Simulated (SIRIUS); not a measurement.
# MgO under changes of volume

One of the cells (9.221 Å³/atom); the others are scaled copies at fixed shape and fractional positions:

```xyz
2
Lattice="0.0000 2.0970 2.0970 2.0970 0.0000 2.0970 2.0970 2.0970 0.0000" Properties=species:S:1:pos:R:3 pbc="T T T"
Mg    0.0000    0.0000    0.0000
O     2.0970    2.0970    2.0970
```

The cell is a database's computed one.

```yaml
Program: SIRIUS 7.12.0
Functional: WC
Potentials_or_basis: all-electron FP-LAPW
Cutoff: 290 eV
Basis: apw+lo standard
k_mesh: 11 × 11 × 11
Occupations: fermi-dirac, width 0.05 eV
Spin: no spin polarisation
```

```csv
volume (Å³/atom),energy over the lowest point (meV/atom),gap on the mesh (eV)
8.668,28.52,5.42
8.853,?,?
9.037,5.82,4.99
9.221,0.92,4.79
9.406,0.00,4.60
9.590,2.50,4.42
9.775,8.21,4.25
```

Q: What does the run at 8.853 Å³/atom give?

A: Energy over the lowest point 14.74 meV/atom; gap on the mesh 5.20 eV.

Worked out: A Birch-Murnaghan fit of order 3 (a polynomial in V^(-2/3)) to the other rows has its minimum at 9.36 Å³/atom with B0 = V·E''(V) = 158 GPa and B' = 3.7. It gives 14.81 meV/atom at 8.853 Å³/atom, against the run's 14.74. A straight line through the other rows of the gap, of slope -9.74 eV per unit of ln V (its deformation potential), gives 5.20 eV, against the run's 5.20.

Energies are extrapolated to zero smearing.
